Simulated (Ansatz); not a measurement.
# C (Fd-3m) in Ansatz: notebook, part 2 of 2

Ansatz 0.2.0. Earlier steps stand in the parts before.

## (4) Single point, PBE, 5.33 Å³/atom (volume scaled by 0.94)

Contents of input.yaml:

```yaml
crystal:
  lattice:
    - [0.0, 1.7469644787, 1.7469644787]
    - [1.7469644787, 0.0, 1.7469644787]
    - [1.7469644787, 1.7469644787, 0.0]
  atoms:
    - { symbol: C, position: [0.75, 0.75, 0.75] }
    - { symbol: C, position: [0.5, 0.5, 0.5] }
hamiltonian:
  xc: pbe
  pseudopotentials: { kind: paw, accuracy: standard }
kpoints:
  mp_grid: { grid: [13, 13, 13] }
scf:
  occupations: { method: fermi_dirac, width: 0.05 }
output:
  forces: true
  stress: true
  eigenvalues: true
```

Potentials or basis: SSSP efficiency PAW.

On the command line:

```bash
$ ansatz run input.yaml --threads 2 --pin off --max-ram 5120MiB --backend cpu --events-out ev --progress --plain --runs-dir out
```

The program printed:

```text
Warning: RAYON_NUM_THREADS=2 ignored (pool sized by the plan → 2); use --threads N
Engine: ansatz 0.2.0, x86_64-unknown-linux-gnu
Pseudopotentials: kind: paw
Pseudopotential: C, paw, valence charge 4, recommended cutoff 612.256191 eV (normal), C.paw.azcp
Functional definition: PBE
  parameter kappa = 0.804
  parameter beta = 0.06672455060314922
  exchange = pbe_x(kappa = kappa, mu = beta*pi^2/3)
  correlation = pbe_c(beta = beta)
Crystal: 2 atoms, lattice volume = 10.663 Å³
Basis set: ecut = 612.256191 eV, 339 PW (Γ), exchange–correlation on 64×64×64 points (8 copies of the dense FFT grid, shifted against one another)
Bands: 8, of which v1, the nominal top of the filled ones, is band 4 counted from 1 (3 counted from 0)
Symmetry: 48 space group operations
Space group: Fd-3m (ITA 227), of the structure as read, at distance tolerance 2.2e-5 Å
k-points: 84 of 2197
Non-local potential: C, projectors of the file, l = 0: 2, l = 1: 2
PAW form: compensated (Kresse and Joubert's): semilocal exchange-correlation on the pseudo side sees the compensation charge
PAW one-centre angular grid: C, 110 points (default); XC on 64 Gauss nodes
Initial density: superposition of atomic densities (chi_scale 0.1, normalization cell)
Initial wavefunctions: pseudopotential atomic-orbital guess
[... 14 lines left out ...]
E sigma→0 (E₀):  -501.520616 eV
Fermi energy:    16.625978 eV
--- Per-component energies (eV) ---
  E_band       = 41.052497
  E_kinetic    = 207.482501
  E_local      = -126.580069  (includes V_loc(G=0)·N_el)
  E_nonlocal   = 43.993782
  E_hartree    = 25.542715
  E_xc         = -129.020547
  E_vxc        = -131.025998  (∫ρ·V_xc dr)
  E_paw        = -167.726316  (= ΣΔE_a)
  E_vpaw       = -3.903070  (= ΣTr[D̂ρ^β])
  E_aug_tail   = -0.000047  (compensation charges beyond the density's cutoff)
  E_ewald      = -355.212636
  E_smearing   = -0.000000  (= −TS)
  E_closure    = 0.000000  (closes the sum)
  Σ components = -501.520616   (vs F -501.520616, Δ=0.00e0)
--- Forces (eV/Å), atoms counted from 1 ---
  atom   1  C      0.00000000     0.00000000     0.00000000
  atom   2  C     -0.00000000     0.00000000     0.00000000
  max |Σ_I F_I| component: 6.01e-17 eV/Å
--- Stress (GPa, compression-positive) ---
       32.927552      -0.000000       0.000000
       -0.000000      32.927552       0.000000
        0.000000       0.000000      32.927552
  P = ⅓ Tr σ = 32.9276 GPa (329.276 kbar)
--- Band table (eV; the first three rows and the last of 84) ---
  k-point 0: bands = ["-7.8307", "14.4996", "14.4996", "14.4996", "20.2752", "20.2752", "20.2752", "29.2774"]
  k-point 1: bands = ["-7.6599", "13.3789", "14.2008", "14.2008", "20.6661", "20.6661", "20.9693", "29.3759"]
  k-point 2: bands = ["-7.1490", "11.0053", "13.5308", "13.5308", "21.5456", "21.5456", "22.1339", "29.6563"]
  k-point 83: bands = ["1.3256", "2.8364", "5.2947", "6.3226", "24.9532", "25.1677", "27.4202", "28.6761"]
```

Run time: 0.49 s. Hardware: 2 threads of Intel Xeon at 2.60GHz (Ice Lake), shared host; peak memory 0.33 GiB.

What came out:

```yaml
Free_energy: -501.5206 eV
Pressure: 32.9 GPa
Band_gap_on_the_k_mesh: 4.30 eV, indirect (least direct gap 5.78 eV)
```

Caveat: odd divisions of the mesh miss points on the zone boundary, where band edges often lie, so the gap on the mesh can be too wide.

## (5) Single point, PBE, 5.44 Å³/atom (volume scaled by 0.96)

input.yaml: that of step 4 with these lines changed.

```diff
@@ -2,5 +2,5 @@
   lattice:
-    - [0.0, 1.7469644787, 1.7469644787]
-    - [1.7469644787, 0.0, 1.7469644787]
-    - [1.7469644787, 1.7469644787, 0.0]
+    - [0.0, 1.7592674508, 1.7592674508]
+    - [1.7592674508, 0.0, 1.7592674508]
+    - [1.7592674508, 1.7592674508, 0.0]
   atoms:
```

On the command line:

```bash
$ ansatz run input.yaml --threads 2 --pin off --max-ram 5120MiB --backend cpu --events-out ev --progress --plain --runs-dir out
```

Wall time 0.52 s (2 threads of Intel Xeon at 2.60GHz (Ice Lake), shared host); peak memory 0.33 GiB.

Results (log left out):

- Free energy: -501.5592 eV
- Pressure: 21.7 GPa
- Band gap on the k mesh: 4.25 eV, indirect (least direct gap 5.72 eV)

Caveat: odd divisions of the mesh miss points on the zone boundary, where band edges often lie, so the gap on the mesh can be too wide.

## (6) Single point, PBE, 5.56 Å³/atom (volume scaled by 0.98)

input.yaml: that of step 5 with these lines changed.

```diff
@@ -2,5 +2,5 @@
   lattice:
-    - [0.0, 1.7592674508, 1.7592674508]
-    - [1.7592674508, 0.0, 1.7592674508]
-    - [1.7592674508, 1.7592674508, 0.0]
+    - [0.0, 1.7714007132, 1.7714007132]
+    - [1.7714007132, 0.0, 1.7714007132]
+    - [1.7714007132, 1.7714007132, 0.0]
   atoms:
```

Potentials or basis: SSSP efficiency PAW.

On the command line:

```bash
$ ansatz run input.yaml --threads 2 --pin off --max-ram 5120MiB --backend cpu --events-out ev --progress --plain --runs-dir out
```

Run time: 0.5 s. Hardware: 2 threads of Intel Xeon at 2.60GHz (Ice Lake), shared host; peak memory 0.33 GiB.

Results (log left out):

| Item | Value |
| --- | --- |
| Free energy | -501.5826 eV |
| Pressure | 11.5 GPa |
| Band gap on the k mesh | 4.20 eV, indirect (least direct gap 5.66 eV) |

Caveat: odd divisions of the mesh miss points on the zone boundary, where band edges often lie, so the gap on the mesh can be too wide.

## (7) Single point, PBE, 5.67 Å³/atom

input.yaml: that of step 6 with these lines changed.

```diff
@@ -2,5 +2,5 @@
   lattice:
-    - [0.0, 1.7714007132, 1.7714007132]
-    - [1.7714007132, 0.0, 1.7714007132]
-    - [1.7714007132, 1.7714007132, 0.0]
+    - [0.0, 1.78337, 1.78337]
+    - [1.78337, 0.0, 1.78337]
+    - [1.78337, 1.78337, 0.0]
   atoms:
```

On the command line:

```bash
$ ansatz run input.yaml --threads 2 --pin off --max-ram 5120MiB --backend cpu --events-out ev --progress --plain --runs-dir out
```

Run time: 0.55 s. Hardware: 2 threads of Intel Xeon at 2.60GHz (Ice Lake), shared host; peak memory 0.34 GiB.

It converged, with:

```
Free energy            : -501.5923 eV
Pressure               : 2.3 GPa
Band gap on the k mesh : 4.16 eV, indirect (least direct gap 5.60 eV)
```

Caveat: odd divisions of the mesh miss points on the zone boundary, where band edges often lie, so the gap on the mesh can be too wide.

## (8) Single point, PBE, 5.79 Å³/atom (volume scaled by 1.02)

input.yaml: that of step 7 with these lines changed.

```diff
@@ -2,5 +2,5 @@
   lattice:
-    - [0.0, 1.78337, 1.78337]
-    - [1.78337, 0.0, 1.78337]
-    - [1.78337, 1.78337, 0.0]
+    - [0.0, 1.7951807415, 1.7951807415]
+    - [1.7951807415, 0.0, 1.7951807415]
+    - [1.7951807415, 1.7951807415, 0.0]
   atoms:
```

On the command line:

```bash
$ ansatz run input.yaml --threads 2 --pin off --max-ram 5120MiB --backend cpu --events-out ev --progress --plain --runs-dir out
```

Run time: 0.53 s. Hardware: 2 threads of Intel Xeon at 2.60GHz (Ice Lake), shared host; peak memory 0.34 GiB.

Results (log left out):

| Item | Value |
| --- | --- |
| Free energy | -501.5894 eV |
| Pressure | -6.2 GPa |
| Band gap on the k mesh | 4.12 eV, indirect (least direct gap 5.55 eV) |

Caveat: odd divisions of the mesh miss points on the zone boundary, where band edges often lie, so the gap on the mesh can be too wide.

## (9) Single point, PBE, 5.90 Å³/atom (volume scaled by 1.04)

input.yaml: that of step 8 with these lines changed.

```diff
@@ -2,5 +2,5 @@
   lattice:
-    - [0.0, 1.7951807415, 1.7951807415]
-    - [1.7951807415, 0.0, 1.7951807415]
-    - [1.7951807415, 1.7951807415, 0.0]
+    - [0.0, 1.806838086, 1.806838086]
+    - [1.806838086, 0.0, 1.806838086]
+    - [1.806838086, 1.806838086, 0.0]
   atoms:
@@ -19 +19,5 @@
   eigenvalues: true
+  write_density: true
+  write_potential: true
+  elf: true
+  volumetric_format: npy
```

Potentials or basis: SSSP efficiency PAW.

On the command line:

```bash
$ ansatz run input.yaml --threads 2 --pin off --max-ram 5120MiB --backend cpu --events-out ev --progress --plain --runs-dir out
```

It took 0.69 s on 2 threads of Intel Xeon at 2.60GHz (Ice Lake), shared host; peak memory 0.35 GiB.

Results (log left out):

```yaml
Free_energy: -501.5751 eV
Pressure: -13.9 GPa
Band_gap_on_the_k_mesh: 4.07 eV, indirect (least direct gap 5.49 eV)
```

Caveat: odd divisions of the mesh miss points on the zone boundary, where band edges often lie, so the gap on the mesh can be too wide.

## (10) Single point, PBE, 6.01 Å³/atom (volume scaled by 1.06)

input.yaml: that of step 9 with these lines changed.

```diff
@@ -2,5 +2,5 @@
   lattice:
-    - [0.0, 1.806838086, 1.806838086]
-    - [1.806838086, 0.0, 1.806838086]
-    - [1.806838086, 1.806838086, 0.0]
+    - [0.0, 1.8183469191, 1.8183469191]
+    - [1.8183469191, 0.0, 1.8183469191]
+    - [1.8183469191, 1.8183469191, 0.0]
   atoms:
```

On the command line:

```bash
$ ansatz run input.yaml --threads 2 --pin off --max-ram 5120MiB --backend cpu --events-out ev --progress --plain --runs-dir out
```

It took 0.74 s on 2 threads of Intel Xeon at 2.60GHz (Ice Lake), shared host; peak memory 0.34 GiB.

It converged, with:

```
Free energy            : -501.5505 eV
Pressure               : -20.9 GPa
Band gap on the k mesh : 4.03 eV, indirect (least direct gap 5.44 eV)
```

Caveat: odd divisions of the mesh miss points on the zone boundary, where band edges often lie, so the gap on the mesh can be too wide.

## (11) Equation of state, PBE

This step only gathers the single runs of the series.

Results:

| Property | Result |
| --- | --- |
| Equilibrium volume | 5.70 Å³/atom |
| Bulk modulus | 434 GPa |
| Pressure derivative of the bulk modulus | 3.7 |

Energy against volume, from the lowest point:
| volume (Å³/atom) | energy (meV/atom) |
| --- | --- |
| 5.332 | 35.83 |
| 5.445 | 16.55 |
| 5.558 | 4.83 |
| 5.672 | 0.00 |
| 5.785 | 1.43 |
| 5.899 | 8.57 |
| 6.012 | 20.90 |

## (12) Summary

| task | level | potentials or basis | cutoff (eV) | points for each segment of the path | gap on the mesh (eV) | pressure (GPa) |
| --- | --- | --- | --- | --- | --- | --- |
| band structure | rPW86-PBE | Ansatz PAW | 420 | 14 | 4.43 | 8.8 |
| band structure | PBE | Ansatz PAW | 420 | 14 | 4.15 | 1.8 |
| equation of state | PBE | SSSP efficiency PAW | 612 | - | - | - |

Alike in all rows: no spin polarisation; cell as given; k mesh 13 × 13 × 13; smearing fermi-dirac 0.05 eV.

Caveats: the PAW data sets come from PBE, with cores solved anew for the run's functional, which leaves a small shift of forces and pressure (some runs).

Total energies depend on the potentials used, so only differences within one code and one set of settings carry meaning.

## (13) Against experiment

Step 11. Measured bulk modulus of C: 442 GPa (quoted in “Equation of state of cubic boron nitride at high pressures and temperatures”, 2007, arxiv:cond-mat/0702656). This calculation gives 434 GPa (-1.9 %). 3 values of this kind are on record (442 to 444.8 GPa); this one was drawn at random among those near their median, those with a stated uncertainty first. The fit is for a static lattice scaled at fixed shape and fixed fractional positions. The cell as given is a measured one (5.67 Å³/atom); PBE puts the equilibrium volume +0.5 % from it, thermal expansion not counted.
